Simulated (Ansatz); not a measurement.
BaSnO₃:
```
BaSnO3
1.0
    4.17599     0.00000     0.00000
    0.00000     4.17599     0.00000
    0.00000     0.00000     4.17599
Ba Sn O
1 1 3
Direct
  0.50000   0.50000   0.50000
  0.00000   0.00000   0.00000
  0.00000   0.50000   0.00000
  0.50000   0.00000   0.00000
  0.00000   0.00000   0.50000
```

Cartesian axes are those of the cell as given.

### Question
Give the high-frequency dielectric tensor and the Born effective charge tensors of the independent atoms from DFPT, PBE (plane waves, PAW; program Ansatz).

### Answer

ε∞:
```
5.21  0.00  0.00
0.00  5.21  0.00
0.00  0.00  5.21
```
Z* of atom 1 (Ba), rows: field, columns: displacement, in e:
```
2.76  0.00  0.00
0.00  2.76  0.00
0.00  0.00  2.76
```
Z* of atom 2 (Sn), rows: field, columns: displacement, in e:
```
4.50  0.00  0.00
0.00  4.50  0.00
0.00  0.00  4.50
```
Z* of atom 3 (O), rows: field, columns: displacement, in e:
```
-1.82   0.00   0.00
 0.00  -3.60   0.00
 0.00   0.00  -1.82
```

Static charges for comparison (Bader): Ba1 +1.55, Sn2 +2.43, O3 -1.33 e. Born charges measure polarisation by displacement and can exceed these by far.

Space group Pm-3m (cubic perovskite). Symmetry was held in the PBE relaxation. At this level the phase is dynamically unstable (imaginary phonons). Spin–orbit coupling is left out wherever it is not named.

Potentials: the later of the program's two PAW sets.
